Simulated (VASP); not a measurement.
# TePb (Fm-3m) in VASP: a series of runs

The runs below take TePb through single point, with LDA, PBEsol, r2SCAN.

Program: VASP 6.6.1. These are calculated values, not measurements. Logs are shortened: lines on timing, memory, paths and dates and some standing lists are left out, and cuts for length are marked.

**Measured values to compare with.**

A printed reference work, monograph reports, for a bulk crystal of TePb at 4.2 K: band gap 0.19 eV (direct).

The results are compared with them further down.

## Step 1: The cell of the first run

Symmetry: Fm-3m, No. 225, cubic system. Conventional cell: a = 6.536 Å, b = 6.536 Å, c = 6.536 Å, α = 90.00°, β = 90.00°, γ = 90.00°. Te (site symmetry m-3m) has 6 Pb at 3.27 Å within 4.3 Å. Pb (site symmetry m-3m) has 6 Te at 3.27 Å within 4.3 Å.

## Step 2: Single point, LDA

Input file INCAR:

```
SYSTEM = TePb
PREC = Accurate
ENCUT = 520
EDIFF = 1E-6
ISMEAR = 0
SIGMA = 0.01
LREAL = .False.
LASPH = .True.
NELM = 80
ALGO = Normal
ISIF = 2
LWAVE = .False.
LCHARG = .True.
LELF = .True.
LVHAR = .True.
NBANDS = 17
```

Input file KPOINTS:

```
regular mesh
0
Gamma
  6 6 6
  0 0 0
```

Input file POSCAR:

```
TePb
1.0
    0.0000000000      3.2678555508      3.2678555508
    3.2678555508      0.0000000000      3.2678555508
    3.2678555508      3.2678555508      0.0000000000
Te Pb
1 1
Direct
    0.5000000000      0.5000000000      0.5000000000
    0.0000000000      0.0000000000      0.0000000000
```

Potentials or basis: VASP PAW LDA potentials, release 64 (Te, Pb_d).

Run with:

```console
$ cat potpaw_LDA.64/Te/POTCAR potpaw_LDA.64/Pb_d/POTCAR > POTCAR
$ mpirun -np 1 vasp_std > vasp.out
```

OUTCAR:

```text
SYSTEM = TePb
   PREC = Accurate
   ENCUT = 520
   EDIFF = 1E-6
   ISMEAR = 0
   LREAL = .False.
   LASPH = .True.
   NELM = 80
   ISIF = 2

 ion  position               nearest neighbor table
   1  0.500  0.500  0.500-   2 3.27   2 3.27   2 3.27   2 3.27   2 3.27   2 3.27
   2  0.000  0.000  0.000-   1 3.27   1 3.27   1 3.27   1 3.27   1 3.27   1 3.27

  LATTYP: Found a face centered cubic cell.
 ALAT       =     6.5357111016

  Lattice vectors:

 A1 = (   0.0000000000,   3.2678555508,   3.2678555508)
 A2 = (   3.2678555508,   0.0000000000,   3.2678555508)
 A3 = (   3.2678555508,   3.2678555508,   0.0000000000)

Analysis of symmetry for initial positions (statically):
=====================================================================
 Subroutine PRICEL returns:
 Original cell was already a primitive cell.

 Routine SETGRP: Setting up the symmetry group for a
 face centered cubic supercell.

 Subroutine GETGRP returns: Found 48 space group operations
 (whereof 48 operations were pure point group operations)
 out of a pool of 48 trial point group operations.

The static configuration has the point symmetry O_h .

Analysis of symmetry for dynamics (positions and initial velocities):
=====================================================================
 Subroutine PRICEL returns:
 Original cell was already a primitive cell.

 Routine SETGRP: Setting up the symmetry group for a
 face centered cubic supercell.

 Subroutine GETGRP returns: Found 48 space group operations
 (whereof 48 operations were pure point group operations)
 out of a pool of 48 trial point group operations.

The dynamic configuration has the point symmetry O_h .

 Subroutine INISYM returns: Found 48 space group operations
 (whereof 48 operations are pure point group operations),
 and found     1 'primitive' translations

----------------------------------------------------------------------------------------

                                     Primitive cell

  volume of cell :      69.7941

  direct lattice vectors                    reciprocal lattice vectors
     0.000000000  3.267855551  3.267855551    -0.153005539  0.153005539  0.153005539
     3.267855551  0.000000000  3.267855551     0.153005539 -0.153005539  0.153005539
     3.267855551  3.267855551  0.000000000     0.153005539  0.153005539 -0.153005539

  length of vectors
     4.621445640  4.621445640  4.621445640     0.265013367  0.265013367  0.265013367

  position of ions in fractional coordinates (direct lattice)
     0.500000000  0.500000000  0.500000000
     0.000000000  0.000000000  0.000000000

  ion indices of the primitive-cell ions
   primitive index   ion index
                 1           1
                 2           2

----------------------------------------------------------------------------------------

 KPOINTS: regular mesh

Automatic generation of k-mesh.
 Grid dimensions read from file:
 generate k-points for:    6    6    6

 Generating k-lattice:

  Cartesian coordinates                     Fractional coordinates (reciprocal lattice)
    -0.025500923  0.025500923  0.025500923     0.166666667  0.000000000  0.000000000
     0.025500923 -0.025500923  0.025500923     0.000000000  0.166666667  0.000000000
     0.025500923  0.025500923 -0.025500923     0.000000000  0.000000000  0.166666667

  Length of vectors
     0.044168895  0.044168895  0.044168895

  Shift w.r.t. Gamma in fractional coordinates (k-lattice)
     0.000000000  0.000000000  0.000000000

 Subroutine IBZKPT returns following result:
 ===========================================

 Found     16 irreducible k-points:

 Following reciprocal coordinates:
            Coordinates               Weight
  0.000000  0.000000  0.000000      1.000000
  0.166667  0.000000  0.000000      8.000000
  0.333333  0.000000  0.000000      8.000000
  0.500000  0.000000  0.000000      4.000000
  0.166667  0.166667  0.000000      6.000000
  0.333333  0.166667  0.000000     24.000000
[... 8 lines left out ...]
 -0.333333  0.333333  0.166667     24.000000
 -0.333333  0.500000  0.166667     12.000000
   k-points           NKPTS =     16   k-points in BZ     NKDIM =     16   number of bands    NBANDS=     17
   number of dos      NEDOS =    301   number of ions     NIONS =      2
   total plane-waves  NPLWV =  46656
   dimension x,y,z NGX =    36 NGY =   36 NGZ =   36
   dimension x,y,z NGXF=    72 NGYF=   72 NGZF=   72
   ions per type =               1   1
   NGX,Y,Z   is equivalent  to a cutoff of  12.95, 12.95, 12.95 a.u.
   NGXF,Y,Z  is equivalent  to a cutoff of  25.90, 25.90, 25.90 a.u.
 SYSTEM =  TePb
   PREC   = accura    normal or accurate (medium, high low for compatibility)
   ISTART =      0    job   : 0-new  1-cont  2-samecut
   ICHARG =      2    charge: 1-file 2-atom 10-const
   ISPIN  =      1    spin polarized calculation?
   LNONCOLLINEAR =      F non collinear calculations
   LSORBIT =      F    spin-orbit coupling
   LASPH  =      T    aspherical Exc in radial PAW
   ENCUT  =  520.0 eV  38.22 Ry    6.18 a.u.   8.59  8.59  8.59*2*pi/ulx,y,z
   NELM   =     80;   NELMIN=  2; NELMDL= -5     # of ELM steps
   EDIFF  = 0.1E-05   stopping-criterion for ELM
   LREAL  =      F    real-space projection
   EDIFFG = 0.1E-04   stopping-criterion for IOM
   NSW    =      0    number of steps for IOM
   IBRION =     -1    ionic relax: 0-MD 1-quasi-New 2-CG
   NFREE  =      0    steps in history (QN), initial steepest desc. (CG)
   ISIF   =      2    stress and relaxation
   ISYM   =      2    0-nonsym 1-usesym 2-fastsym
   POTIM  = 0.5000    time-step for ionic-motion
   TEBEG  =    0.0;   TEEND  =   0.0 temperature during run
   PSTRESS=    0.0 pullay stress
   NELECT =      20.0000    total number of electrons
   NUPDOWN=      -1.0000    fix difference up-down
   EMIN   =  10.00;   EMAX   =-10.00  energy-range for DOS
   EFERMI =   0.00;   METHOD = LEGACY
   ISMEAR =     0;   SIGMA  =   0.01  broadening in eV -4-tet -1-fermi 0-gaus
   EFERMI_NEDOS =   21; number of points for ismear=-14 and -15
   IALGO  =     38    algorithm
   IMIX   =      4    mixing-type and parameters
     AMIX     =   0.40;   BMIX     =  1.00
     AMIX_MAG =   1.60;   BMIX_MAG =  1.00
  volume/ion in A,a.u.               =      34.90       235.50
  Fermi-wavevector in a.u.,A,eV,Ry     =   1.079308  2.039596 15.849499  1.164905
  Thomas-Fermi vector in A             =   2.215269
   LORBIT       =      0    0 simple, 1 ext, 2 COOP (PROOUT), +10 PAW based schemes
   GGA     = CA    functional components
   LHFCALC =     F    Hartree Fock is set to
   AEXX    =    0.0000 exact exchange contribution
   IVDW    =     0    specifies the selected vdW correction
   LEPSILON=     F    determine dielectric tensor
   LRPA    =     F    only Hartree local field effects (RPA)
 non-spin polarized calculation
 Gauss-broadening in eV      SIGMA  =   0.01
  energy-cutoff  :      520.00
  volume of cell :       69.79
 maximum number of plane-waves:      1895
 NGX is ok and might be reduce to    36
   NGX = 17   NGY = 17   NGZ = 17

 number of electron      20.0000002 magnetization

 Free energy of the ion-electron system (eV)
  ---------------------------------------------------
  ext. energy  EPLUGINS =         0.00000000
  ---------------------------------------------------
  free energy    TOTEN  =        -8.73068398 eV

  energy without entropy =       -8.73068398  energy(sigma->0) =       -8.73068398

 E-fermi :   5.0232     XC(G=0):  -9.4269

 val. band max:        4.9701963207   @ k =   0.5000   0.0000   0.0000
 cond. band min:       5.6715009343   @ k =   0.5000   0.0000   0.0000
 fundamental gap:      0.7013046136
 Fermi energy:         5.0232402675

 k-point     1 :       0.0000    0.0000    0.0000
  band No.  band energies     occupation
      1     -11.6367      2.00000
      2     -11.6367      2.00000
      3     -11.6255      2.00000
      4     -11.6255      2.00000
      5     -11.6255      2.00000
      6      -6.8010      2.00000
[... 9 lines left out ...]
     16      10.8330      0.00000
     17      12.3599      0.00000

 k-point     2 :       0.1667    0.0000    0.0000
  band No.  band energies     occupation
      1     -11.6394      2.00000
      2     -11.6394      2.00000
      3     -11.6249      2.00000
      4     -11.6221      2.00000
      5     -11.6221      2.00000
      6      -6.5763      2.00000
[... 9 lines left out ...]
     16      11.3239      0.00000
     17      13.8223      0.00000

 k-point     3 :       0.3333    0.0000    0.0000
  band No.  band energies     occupation
      1     -11.6458      2.00000
      2     -11.6458      2.00000
      3     -11.6237      2.00000
      4     -11.6144      2.00000
      5     -11.6144      2.00000
      6      -5.9671      2.00000
[... 9 lines left out ...]
     16      12.6488      0.00000
     17      15.7013      0.00000

 k-point     4 :       0.5000    0.0000    0.0000
  band No.  band energies     occupation
      1     -11.6492      2.00000
      2     -11.6492      2.00000
      3     -11.6232      2.00000
      4     -11.6104      2.00000
      5     -11.6104      2.00000
      6      -5.4555      2.00000
[... 9 lines left out ...]
     16      14.2106      0.00000
     17      14.2106      0.00000
[... 183 lines left out ...]
      1     -11.6649      2.00000
      2     -11.6380      2.00000
      3     -11.6253      2.00000
      4     -11.6119      2.00000
      5     -11.6087      2.00000
      6      -5.5362      2.00000
[... 9 lines left out ...]
     16      14.0050      0.00000
     17      14.4528      0.00000

 k-point    15 :      -0.3333    0.3333    0.1667
  band No.  band energies     occupation
      1     -11.6675      2.00000
      2     -11.6404      2.00000
      3     -11.6191      2.00000
      4     -11.6170      2.00000
      5     -11.6055      2.00000
      6      -5.1912      2.00000
[... 9 lines left out ...]
     16      15.1841      0.00000
     17      15.3184      0.00000

 k-point    16 :      -0.3333    0.5000    0.1667
  band No.  band energies     occupation
      1     -11.6786      2.00000
      2     -11.6343      2.00000
      3     -11.6266      2.00000
      4     -11.6107      2.00000
      5     -11.6024      2.00000
      6      -5.1344      2.00000
[... 9 lines left out ...]
     16      15.5390      0.00000
     17      16.3403      0.00000

------------------------ aborting loop because EDIFF is reached ----------------------------------------

  FORCE on cell =-STRESS in cart. coord.  units (eV):
  Direction    XX          YY          ZZ          XY          YZ          ZX
  --------------------------------------------------------------------------------------
  -------------------------------------------------------------------------------------
  Total       -1.2835179     -1.2835179     -1.2835179     -0.0000000      0.0000000      0.0000000
  in kB      -29.4641540    -29.4641540    -29.4641540     -0.0000000      0.0000000      0.0000000
  external PRESSURE =     -29.4641540 kB  Pullay stress =       0.0000000 kB

 VOLUME and BASIS-vectors are now :
 -----------------------------------------------------------------------------
  energy-cutoff  :      520.00
  volume of cell :       69.79
      direct lattice vectors                 reciprocal lattice vectors
     0.000000000  3.267855551  3.267855551    -0.153005539  0.153005539  0.153005539
     3.267855551  0.000000000  3.267855551     0.153005539 -0.153005539  0.153005539
     3.267855551  3.267855551  0.000000000     0.153005539  0.153005539 -0.153005539

 POSITION                                       TOTAL-FORCE (eV/Angst)
 -----------------------------------------------------------------------------------
      3.26786      3.26786      3.26786         0.000000      0.000000      0.000000
      0.00000      0.00000      0.00000        -0.000000     -0.000000     -0.000000
 -----------------------------------------------------------------------------------
    total drift:                               -0.000000      0.000000      0.000000

  FREE ENERGIE OF THE ION-ELECTRON SYSTEM (eV)
  ---------------------------------------------------
  free  energy   TOTEN  =        -8.7306839778 eV

  energy  without entropy=       -8.7306839778  energy(sigma->0) =       -8.73068398
```

Run time: 30 s. Hardware: 1 thread of Intel Xeon 8259CL, shared host; peak memory 0.18 GiB.

What came out:

* Free energy: -8.7307 eV
* Pressure: -2.9 GPa
* Band gap on the k mesh: 0.70 eV, direct

Levels at points of the mesh, in eV from the valence-band top:
```csv
k point,band 6,band 7,band 8,band 9,band 10,band 11,band 12,band 13,band 14,band 15
"(0.00, 0.00, 0.00)",-11.77,-5.75,-1.21,-1.21,-1.21,3.96,3.96,3.96,5.86,5.86
"(0.50, 0.00, 0.00)",-10.43,-8.45,-0.76,-0.76,0.00,0.70,1.29,1.29,8.26,9.10
"(0.50, 0.50, 0.00)",-10.21,-7.29,-4.25,-2.61,-2.61,3.40,5.27,5.27,6.42,10.03
```

Caveat: spin-orbit coupling is left out, which moves the levels of the heavy elements.

[end of part 1 of 3]
